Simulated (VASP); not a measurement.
The system is GaAs.

```
Ga As
1.0
     0.00000    5.65370    5.65370
     5.65370    0.00000    5.65370
     5.65370    5.65370    0.00000
Ga As
8 8
Cartesian
  0.0000 0.0000 0.0000
  2.8268 2.8268 0.0000
  2.8268 0.0000 2.8268
  5.6537 2.8268 2.8268
  0.0000 2.8268 2.8268
  2.8268 5.6537 2.8268
  2.8268 2.8268 5.6537
  5.6537 5.6537 5.6537
  1.4134 1.4134 1.4134
  4.2403 4.2403 1.4134
  4.2403 1.4134 4.2403
  7.0671 4.2403 4.2403
  1.4134 4.2403 4.2403
  4.2403 7.0671 4.2403
  4.2403 4.2403 7.0671
  7.0671 7.0671 7.0671
```

```yaml
Program: VASP 6.6.1
Task: phonon dispersion
Functional: LDA
Potentials_or_basis: VASP PAW LDA potentials, release 64 (Ga_d, As)
Cutoff: 520 eV
k_mesh: 3 × 3 × 3
Occupations: gaussian, width 0.03 eV
Spin: no spin polarisation
Long-range_dipole_term: yes
Supercell_matrix: "[2, 0, 0, 0, 2, 0, 0, 0, 2]"
Further_INCAR_settings: LREAL = Auto; ALGO = Normal; EDIFF = 1e-07; IBRION = 6; POTIM = 0.015; NSW = 1
```

Problem. Is this structure dynamically stable at this level, and how far does the spectrum reach?

Solution. Yes, as far as this q mesh shows: no mode on the path is imaginary. The highest frequency is 266 cm⁻¹.

Phonon frequencies at the corners of the path (cm⁻¹, interpolated; i marks imaginary ones):
| point | frequencies |
| --- | --- |
| Γ | 0 0 0 260 260 266 |
| X | 69 69 209 230 240 240 |
| W | 89 109 197 202 244 251 |
| K | 63 115 195 211 243 252 |
| L | 47 47 200 225 250 250 |
| U | 63 115 195 211 243 252 |

A q mesh this small can miss soft modes between its points.
